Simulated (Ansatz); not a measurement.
**Ag: a sweep of LAPW's plane-wave cutoff**

The task here is to estimate one member of a computed series from the others.

Program: Ansatz 0.2.0. Level of theory: DFT, PBE, all-electron LAPW, scalar-relativistic. These are calculated values, not measurements.

## The system as given

It takes space group P6_3/mmc (No. 194, hexagonal). Conventional cell: a = 2.930 Å, b = 2.930 Å, c = 4.790 Å, α = 90.00°, β = 90.00°, γ = 120.00°. Ag (site symmetry -6m2) has 12 Ag at 2.93 Å in its first shell of neighbours.

Coordinates:

```cif
data_structure
_symmetry_space_group_name_H-M 'P 1'
_symmetry_Int_Tables_number 1
_cell_length_a 2.9300
_cell_length_b 2.9300
_cell_length_c 4.7900
_cell_angle_alpha 90.000
_cell_angle_beta 90.000
_cell_angle_gamma 120.000
_cell_volume 35.61
loop_
_atom_site_label
_atom_site_type_symbol
_atom_site_fract_x
_atom_site_fract_y
_atom_site_fract_z
_atom_site_occupancy
Ag1 Ag 0.33333 0.66667 0.25000 1
Ag2 Ag 0.66667 0.33333 0.75000 1
```

The cell comes from a crystallographic database entry that wasn't checked; take it as a given geometry, which may be far from equilibrium.

Atoms are numbered in the order of the input: Ag1, Ag2.

Set-up of the first run:

Contents of input.yaml:

```yaml
crystal:
  lattice:
    - [2.9299980804, 0.0, 0.0]
    - [-1.4649990402, 2.5374527707, 0.0]
    - [0.0, 0.0, 4.79]
  atoms:
    - { symbol: Ag, position: [0.3333333333, 0.6666666667, 0.25] }
    - { symbol: Ag, position: [0.6666666667, 0.3333333333, 0.75] }
kpoints:
  mp_grid: { grid: [14, 14, 8] }
scf:
  occupations: { method: fermi_dirac, width: 0.05 }
hamiltonian:
  xc: pbe
  pseudopotentials: { kind: all_electron, lapw: { basis_error: 0.00025 } }
output:
  forces: true
  stress: true
  eigenvalues: true
basis:
  ecutwfc: 150
```

Command:

```bash
$ ansatz run input.yaml --threads 1 --pin off --max-ram 2048MiB --backend cpu --events-out ev --progress --plain --runs-dir out
```

Steps of the session up to this table: With plane-wave cutoff typed as 150 eV; With plane-wave cutoff typed as 180 eV; With plane-wave cutoff typed as 260 eV; With plane-wave cutoff typed as 400 eV.

One table of the session follows, with a row left open; its other results are not shown here.

| cutoff (eV) | pressure (GPa) |
| --- | --- |
| 150 | 0.54 |
| 180 | ? |
| 260 | 0.47 |
| 400 | 0.47 |

Estimate the missing values for cutoff (eV) = 180.

Worked estimate for «pressure (GPa)». A straight line through the neighbours (150, 0.54) and (260, 0.47) gives 0.54 + (0.47 − 0.54) × (180 − 150) / (260 − 150) = 0.52; a parabola fitted to 3 rows on both sides gives 0.51.

**Answer.** pressure (GPa): 0.49. In «pressure (GPa)» the line misses by +0.03 and the parabola by +0.02. Between these rows the values bend or scatter more than so simple an estimate can follow.

Energies are those extrapolated to zero smearing.
